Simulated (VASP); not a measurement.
# Al: convergence, equation of state

Al, Fm-3m (no. 225), 1 atom in the cell. OptB86b-vdW; PAW potentials Al (PBE set). VASP 6.6.1.

Wanted: equilibrium volume within 1 %; bulk modulus within 5 %.

What the run is for: equation of state; Accuracy asked: screening.

The series start from Plane-wave cutoff (eV): 310; Smearing width (eV): 0.1; k-point mesh: 15 × 15 × 15; Volumes: 5 from 0.92 to 1.08; Precision mode (PREC): Accurate; Electronic threshold (eV): 1e-6; Aspherical gradient terms in the spheres (LASPH): yes; Start of each volume: each volume from scratch. Each series keeps the choices made before it, and each single choice may use up half of a tolerance. Times cover all steps of a run.

## Plane-wave cutoff (eV)

| Plane-wave cutoff (eV) | Equilibrium volume (Å³/atom) | Bulk modulus (GPa) | Time (s) |
|---|---|---|---|
| 190 | 16.45 | 76.96 | 20 |
| 240 | 16.45 | 76.57 | 21 |
| 280 | 16.41 | 78.34 | 23 |
| 310 | 16.4 | 77.08 | 29 |
| 360 | 16.38 | 77.95 | 38 |
| 420 | 16.38 | 77.45 | 50 |
| 500 | 16.38 | 77.53 | 71 |
| 620 (reference) | 16.38 | 77.53 | 76 |

## Smearing width (eV)

| Smearing width (eV) | Equilibrium volume (Å³/atom) | Bulk modulus (GPa) | Time (s) |
|---|---|---|---|
| 0.4 | 16.47 | 76.47 | 21 |
| 0.3 | 16.47 | 76.77 | 16 |
| 0.2 | 16.47 | 76.55 | 18 |
| 0.15 | 16.46 | 76.65 | 17 |
| 0.1 | 16.45 | 76.96 | 20 |
| 0.05 (reference) | 16.44 | 77.77 | 19 |

## k-point mesh

| k-point mesh | Equilibrium volume (Å³/atom) | Bulk modulus (GPa) | Time (s) |
|---|---|---|---|
| 5 × 5 × 5 | 16.93 | 79.56 | 14 |
| 6 × 6 × 6 | 16.61 | 77.44 | 15 |
| 8 × 8 × 8 | 16.51 | 81.27 | 14 |
| 10 × 10 × 10 | 16.49 | 73.09 | 15 |
| 13 × 13 × 13 | 16.45 | 77.65 | 17 |
| 15 × 15 × 15 | 16.47 | 76.47 | 21 |
| 18 × 18 × 18 (reference) | 16.47 | 76.46 | 19 |

## Volumes

| Volumes | Equilibrium volume (Å³/atom) | Bulk modulus (GPa) | Time (s) |
|---|---|---|---|
| 5 from 0.88 to 1.12 | 16.45 | 77.32 | 15 |
| 5 from 0.92 to 1.08 | 16.45 | 77.65 | 17 |
| 7 from 0.91 to 1.09 (reference) | 16.45 | 77.63 | 24 |

## Precision mode (PREC)

| Precision mode (PREC) | Equilibrium volume (Å³/atom) | Bulk modulus (GPa) | Time (s) |
|---|---|---|---|
| SingleN | 16.41 | 76.69 | 8.1 |
| Normal | 16.45 | 77.24 | 11 |
| Accurate (reference) | 16.45 | 77.32 | 15 |

## Electronic threshold (eV)

| Electronic threshold (eV) | Equilibrium volume (Å³/atom) | Bulk modulus (GPa) | Time (s) |
|---|---|---|---|
| 0.001 | 16.41 | 76.69 | 7.6 |
| 0.0001 | 16.41 | 76.69 | 8.2 |
| 1e-5 | 16.41 | 76.69 | 8.1 |
| 1e-6 | 16.41 | 76.69 | 8.1 |
| 1e-7 (reference) | 16.41 | 76.69 | 8.2 |

## Aspherical gradient terms in the spheres (LASPH)

| Aspherical gradient terms in the spheres (LASPH) | Equilibrium volume (Å³/atom) | Bulk modulus (GPa) | Time (s) |
|---|---|---|---|
| no | 16.41 | 76.69 | 7.2 |
| yes (reference) | 16.41 | 76.69 | 7.6 |

## Start of each volume

| Start of each volume | Equilibrium volume (Å³/atom) | Bulk modulus (GPa) | Time (s) |
|---|---|---|---|
| each volume from scratch | 16.41 | 76.69 | 7.2 |
| orbitals of the volume before (WAVECAR) | 16.41 | 76.86 | 6.9 |

## Question

The rows run from the loosest to the tightest (no order: start of each volume). For each series: choose the loosest value from which every tighter one stays within half of the tolerance; where there is no order, keep the first row unless others stay within half of the tolerance and take at least 30 % less time, and then take the fastest.

## Answer

- Plane-wave cutoff (eV): 190
- Smearing width (eV): 0.4
- k-point mesh: 13 × 13 × 13
- Volumes: 5 from 0.88 to 1.12
- Precision mode (PREC): SingleN
- Electronic threshold (eV): 0.001
- Aspherical gradient terms in the spheres (LASPH): no
- Start of each volume: each volume from scratch

## All choices together

| Input | Equilibrium volume (Å³/atom) | Bulk modulus (GPa) | Time (s) |
|---|---|---|---|
| the program's defaults (naive) | 16.6 | 75.12 | 9.8 |
| chosen settings | 16.41 | 76.69 | 7.2 |
| reference settings throughout | 16.43 | 75.01 | 131 |

The tolerance is met.

## The input

INCAR:
```
SYSTEM = Al
GGA = MK
LUSE_VDW = .TRUE.
AGGAC = 0.0
PARAM1 = 0.1234
PARAM2 = 1.0
ISMEAR = 1
SIGMA = 0.4
LWAVE = .FALSE.
LCHARG = .FALSE.
ISIF = 2
NSW = 0
PREC = SingleN
LASPH = .FALSE.
LREAL = .FALSE.
ALGO = Normal
EDIFF = 0.001
NELM = 120
GGA_COMPAT = .FALSE.
ENCUT = 190
```

KPOINTS:
```
Automatic mesh
0
Gamma
  13 13 13
  0 0 0
```

POSCAR.step1:
```
Al
1.0
    0.0000000000      1.9403381767      1.9403381767
    1.9403381767      0.0000000000      1.9403381767
    1.9403381767      1.9403381767      0.0000000000
Al
1
Direct
    0.0000000000      0.0000000000      0.0000000000
```

POSCAR.step2:
```
Al
1.0
    0.0000000000      1.9834708509      1.9834708509
    1.9834708509      0.0000000000      1.9834708509
    1.9834708509      1.9834708509      0.0000000000
Al
1
Direct
    0.0000000000      0.0000000000      0.0000000000
```

POSCAR.step3:
```
Al
1.0
    0.0000000000      2.0248050000      2.0248050000
    2.0248050000      0.0000000000      2.0248050000
    2.0248050000      2.0248050000      0.0000000000
Al
1
Direct
    0.0000000000      0.0000000000      0.0000000000
```

POSCAR.step4:
```
Al
1.0
    0.0000000000      2.0645171409      2.0645171409
    2.0645171409      0.0000000000      2.0645171409
    2.0645171409      2.0645171409      0.0000000000
Al
1
Direct
    0.0000000000      0.0000000000      0.0000000000
```

POSCAR.step5:
```
Al
1.0
    0.0000000000      2.1027576040      2.1027576040
    2.1027576040      0.0000000000      2.1027576040
    2.1027576040      2.1027576040      0.0000000000
Al
1
Direct
    0.0000000000      0.0000000000      0.0000000000
```

Commands (each step's output is kept before the next begins):
```
cat potpaw_PBE.64/Al/POTCAR > POTCAR
cp POSCAR.step1 POSCAR
mpirun -np 1 vasp_std > vasp.out
cp POSCAR.step2 POSCAR
mpirun -np 1 vasp_std > vasp.out
cp POSCAR.step3 POSCAR
mpirun -np 1 vasp_std > vasp.out
cp POSCAR.step4 POSCAR
mpirun -np 1 vasp_std > vasp.out
cp POSCAR.step5 POSCAR
mpirun -np 1 vasp_std > vasp.out
```

The chosen input took VASP 6.6.1 7.2 s on 1 core (Intel Xeon Platinum 8559C (Emerald Rapids)), a shared host.

## An input that fails: cutoff far too low

It runs to its end, but against the unchanged starting input it is off by 1.6 % in the equilibrium volume, 0.29 % in the bulk modulus.

Changes against the starting input:
```
(all steps)
- PREC = Accurate
- NELM = 120
- ENCUT = 310
+ PREC = Low
+ NELM = 97
+ ENCUT = 140
```
